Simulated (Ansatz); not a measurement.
**Compressing Mg₂Ge: a fit and a missing row**

Mg₂Ge, Fm-3m, a = 6.422 Å. Ansatz: PBE, PAW, 420 eV, Γ-centred 10×10×10 mesh on 3 atoms, Gaussian smearing 0.01 eV; no spin polarisation. Symmetry fixes shape and atoms, so the cell is only scaled; pressure is positive in compression.

```tsv
V (Å³/atom)	P (GPa)
19.422	8.26
20.084	5.68
20.746	?
21.408	1.60
22.071	-0.01
22.733	-1.38
23.395	-2.56
24.278	-3.87
```

Question: Take V0 = 22.071 Å³/atom, count pressures from its P0 = -0.01 GPa, fit the third-order Birch–Murnaghan form to the other rows, and predict the missing pressure.

Answer: With the Eulerian strain f = ½[(V0/V)^(2/3) − 1] and y = (P − P0)/[3f(1 + 2f)^(5/2)], the form is the line y = B0 + 1.5 B0 (B0′ − 4) f. Rows (f, y): 0.04449, 50.1; 0.03246, 49.9; 0.01027, 49.7; -0.00975, 49.2; -0.01905, 49.2; -0.03078, 49.0. Means f = 0.004607, y = 49.517; Σ(Δf)² = 0.004417, ΣΔfΔy = 0.06530; the slope is their ratio. y = 49.45 + 14.79 f GPa, so B0 = 49.5 GPa and B0′ = 4 + 2 × (14.79)/(3 × 49.45) = 4.20. At V = 20.746, f = 0.02107, y = 49.76 and P = 3.48 GPa. The run gave 3.49 GPa, so the fit is 0.01 GPa too low, a small miss on the scale of the series.